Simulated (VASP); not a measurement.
# Se (P3_121) in VASP: a series of runs, part 2 of 2

VASP 6.6.1. Earlier steps stand in the parts before.

## 3. Single point, HSE06, spin-orbit coupling, no magnetisation

File POSCAR:

```
Se
1.0
    4.3662000000      0.0000000000      0.0000000000
   -2.1831000000      3.7812401180      0.0000000000
    0.0000000000      0.0000000000      4.9536000000
Se
3
Direct
    0.7746000000      0.7746000000      0.0000000000
    0.0000000000      0.2254000000      0.6666666667
    0.2254000000      0.0000000000      0.3333333333
```

File INCAR.step1:

```
SYSTEM = Se
PREC = Accurate ; ENCUT = 520
EDIFF = 1E-5 ; ISMEAR = 0
SIGMA = 0.02 ; LREAL = .FALSE.
LASPH = .TRUE. ; NELM = 80
ALGO = Normal ; ISIF = 2
LWAVE = .TRUE. ; LCHARG = .FALSE.
MAGMOM = 0 0 0 0 0 0 0 0 0 ; LORBIT = 11
LSORBIT = .TRUE. ; GGA_COMPAT = .FALSE.
GGA = PE ; KPAR = 4
```

File INCAR.step2:

```
SYSTEM = Se
PREC = Accurate ; ENCUT = 520
EDIFF = 1E-6 ; ISMEAR = 0
SIGMA = 0.02 ; LREAL = .FALSE.
LASPH = .TRUE. ; NELM = 80
ALGO = Normal ; ISIF = 2
LWAVE = .FALSE. ; LCHARG = .FALSE.
MAGMOM = 0 0 0 0 0 0 0 0 0 ; LORBIT = 11
LSORBIT = .TRUE. ; GGA_COMPAT = .FALSE.
GGA = PE ; LHFCALC = .TRUE.
HFSCREEN = 0.2 ; PRECFOCK = Fast
ISTART = 1 ; KPAR = 4
```

File KPOINTS:

```
Automatic mesh
0
G
  6 6 4
  0 0 0
```

Potentials or basis: VASP PAW PBE potentials, release 64 (Se).

Run with:

```console
$ cat potpaw_PBE.64/Se/POTCAR > POTCAR
$ cp INCAR.step1 INCAR
$ mpirun -np 4 vasp_ncl > vasp.out
$ cp INCAR.step2 INCAR
$ mpirun -np 4 vasp_ncl > vasp.out
```

OUTCAR:

```text
SYSTEM = Se
   PREC = Accurate
   ENCUT = 520
   EDIFF = 1E-6
   ISMEAR = 0
   LREAL = .FALSE.
   LASPH = .TRUE.
   NELM = 80
   ISIF = 2
   LORBIT = 11
   LSORBIT = .TRUE.
   GGA = PE
   LHFCALC = .TRUE.
   HFSCREEN = 0.2
   PRECFOCK = Fast
   ISTART = 1

 ion  position               nearest neighbor table
   1  0.775  0.775  0.000-   2 2.37   3 2.37
   2  0.000  0.225  0.667-   1 2.37   3 2.37
   3  0.225  0.000  0.333-   1 2.37   2 2.37

  LATTYP: Found a hexagonal cell.
 ALAT       =     4.3662000000
 C/A-ratio  =     1.1345334616

  Lattice vectors:

 A1 = (   4.3662000000,   0.0000000000,   0.0000000000)
 A2 = (  -2.1831000000,   3.7812401180,   0.0000000000)
 A3 = (   0.0000000000,   0.0000000000,   4.9536000000)

Analysis of symmetry for initial positions (statically):
=====================================================================
 Subroutine PRICEL returns:
 Original cell was already a primitive cell.

 Routine SETGRP: Setting up the symmetry group for a
 hexagonal supercell.

 Subroutine GETGRP returns: Found  6 space group operations
 (whereof  2 operations were pure point group operations)
 out of a pool of 24 trial point group operations.

The static configuration has the point symmetry C_2 .
 The point group associated with its full space group is D_3 .

Analysis of symmetry for dynamics (positions and initial velocities):
=====================================================================
 Subroutine PRICEL returns:
 Original cell was already a primitive cell.

 Routine SETGRP: Setting up the symmetry group for a
 hexagonal supercell.

 Subroutine GETGRP returns: Found  6 space group operations
 (whereof  2 operations were pure point group operations)
 out of a pool of 24 trial point group operations.

[... 902 lines left out ...]
     0.000000000  0.000000000  4.953600000     0.000000000  0.000000000  0.201873385

 POSITION                                       TOTAL-FORCE (eV/Angst)
 -----------------------------------------------------------------------------------
      1.69103      2.92895      0.00000         0.087245      0.151113     -0.000000
     -0.49207      0.85229      3.30240         0.087245     -0.151113     -0.000000
      0.98414      0.00000      1.65120        -0.174490      0.000000      0.000000
 -----------------------------------------------------------------------------------
    total drift:                                0.000001      0.000001      0.000000

  FREE ENERGIE OF THE ION-ELECTRON SYSTEM (eV)
  ---------------------------------------------------
  free  energy   TOTEN  =       -13.3539223962 eV

  energy  without entropy=      -13.3539223962  energy(sigma->0) =      -13.35392240

 Spin-Orbit-Coupling matrix elements

 Ion:    1  E_soc:     -0.0437520
 l=   1
     0.0000000    -0.0069823    -0.0073512
    -0.0069823     0.0000000    -0.0075412
    -0.0073512    -0.0075412     0.0000000
 l=   2
     0.0000000     0.0000018     0.0000000    -0.0000001     0.0000027
     0.0000018     0.0000000    -0.0000045    -0.0000015     0.0000017
     0.0000000    -0.0000045     0.0000000    -0.0000015     0.0000000
    -0.0000001    -0.0000015    -0.0000015     0.0000000     0.0000000
     0.0000027     0.0000017     0.0000000     0.0000000     0.0000000
 l=   3
     0.0000000     0.0000000     0.0000000     0.0000000     0.0000000     0.0000000     0.0000000
     0.0000000     0.0000000     0.0000000     0.0000000     0.0000000     0.0000000     0.0000000
     0.0000000     0.0000000     0.0000000     0.0000000     0.0000000     0.0000000     0.0000000
     0.0000000     0.0000000     0.0000000     0.0000000     0.0000000     0.0000000     0.0000000
[... 29 lines left out ...]
 l=   2
     0.0000000    -0.0000010     0.0000000     0.0000027     0.0000027
    -0.0000010     0.0000000    -0.0000001    -0.0000015    -0.0000008
     0.0000000    -0.0000001     0.0000000    -0.0000059     0.0000000
     0.0000027    -0.0000015    -0.0000059     0.0000000     0.0000025
     0.0000027    -0.0000008     0.0000000     0.0000025     0.0000000
 l=   3
     0.0000000     0.0000000     0.0000000     0.0000000     0.0000000     0.0000000     0.0000000
     0.0000000     0.0000000     0.0000000     0.0000000     0.0000000     0.0000000     0.0000000
     0.0000000     0.0000000     0.0000000     0.0000000     0.0000000     0.0000000     0.0000000
     0.0000000     0.0000000     0.0000000     0.0000000     0.0000000     0.0000000     0.0000000
     0.0000000     0.0000000     0.0000000     0.0000000     0.0000000     0.0000000     0.0000000
     0.0000000     0.0000000     0.0000000     0.0000000     0.0000000     0.0000000     0.0000000
     0.0000000     0.0000000     0.0000000     0.0000000     0.0000000     0.0000000     0.0000000

 total charge

# of ion       s       p       d       tot
------------------------------------------
    1        1.524   2.212   0.059   3.795
    2        1.524   2.212   0.059   3.795
    3        1.524   2.212   0.059   3.795
--------------------------------------------------
tot          4.571   6.635   0.177  11.384

 magnetization (x)

# of ion       s       p       d       tot
------------------------------------------
    1       -0.000  -0.000   0.000  -0.000
    2       -0.000  -0.000   0.000  -0.000
    3        0.000   0.000  -0.000   0.000
--------------------------------------------------
tot          0.000   0.000  -0.000   0.000

 magnetization (y)

# of ion       s       p       d       tot
------------------------------------------
    1       -0.000  -0.000   0.000  -0.000
    2        0.000   0.000  -0.000   0.000
    3        0.000   0.000  -0.000   0.000
--------------------------------------------------
tot          0.000  -0.000  -0.000  -0.000

 magnetization (z)

# of ion       s       p       d       tot
------------------------------------------
    1        0.000   0.000   0.000   0.000
    2        0.000  -0.000   0.000   0.000
    3       -0.000   0.000   0.000   0.000
--------------------------------------------------
tot          0.000   0.000   0.000   0.000
```

OUTCAR.step1:

```text
SYSTEM = Se
   PREC = Accurate
   ENCUT = 520
   EDIFF = 1E-5
   ISMEAR = 0
   LREAL = .FALSE.
   LASPH = .TRUE.
   NELM = 80
   ISIF = 2
[... 1040 lines left out ...]
# of ion       s       p       d       tot
------------------------------------------
    1       -0.000  -0.000   0.000  -0.000
    2        0.000   0.000  -0.000   0.000
    3        0.000   0.000   0.000   0.000
--------------------------------------------------
tot          0.000   0.000   0.000   0.000

 magnetization (z)

# of ion       s       p       d       tot
------------------------------------------
    1        0.000   0.000   0.000   0.000
    2        0.000   0.000   0.000   0.000
    3       -0.000   0.000   0.000  -0.000
--------------------------------------------------
tot         -0.000   0.000   0.000   0.000
```

Wall time 33 min (4 MPI ranks of AMD EPYC 7R13 (Zen 3), shared host); peak memory 0.53 GiB.

What came out:

```yaml
Free_energy: -13.3539 eV
Pressure: 0.6 GPa
Largest_force: 0.174 eV/Å
Valence_electrons_inside_the_program's_atomic_spheres: Se 3.79
```

Forces on the atoms (eV/Å):
```
Se   0.087  0.151  0.000
Se   0.087 -0.151  0.000
Se  -0.174  0.000  0.000
```

Caveat: the PAW data sets were made with another functional, which shifts forces and pressure a little.

## 4. The reference run

An earlier run on the cell as given: functional PBEsol; potentials or basis VASP PAW PBE potentials, release 64 (Se); cutoff 520 eV; k mesh 7 × 7 × 6; occupations fermi-dirac, width 0.05 eV; no spin polarisation.

- Pressure: 0.4 GPa
- Largest force: 0.333 eV/Å
- Band gap on the k mesh: 1.14 eV, indirect (least direct gap 1.43 eV)

## 5. Overview

```tsv
task	level	spin	cell	k mesh	cutoff (eV)	smearing	ladder	grid for exact exchange (PRECFOCK)	screening parameter	gap on the mesh (eV)	pressure (GPa)	largest force (eV/Å)
relaxation of cell and atoms	PBE+D3(BJ)	off	relaxed	6 × 6 × 6	600	gaussian 0.02 eV	gaps	-	-	0.53	0.0	-
single point	HSE06	SOC, no magnetisation	as given	6 × 6 × 4	520	gaussian 0.02 eV	gaps	Fast	0.2 1/A	-	0.6	0.17
single point	PBEsol	off	as given	7 × 7 × 6	520	fermi-dirac 0.05 eV	free	-	-	1.14	0.4	0.33
```

Alike in all rows: potentials or basis VASP PAW PBE potentials, release 64 (Se).

Caveats: the PAW data sets were made with another functional, which shifts forces and pressure a little (some runs); an odd mesh through Γ misses points on the zone boundary, where band edges often lie (some runs).

Total energies depend on the potentials used, so only differences within one code and one set of settings carry meaning.
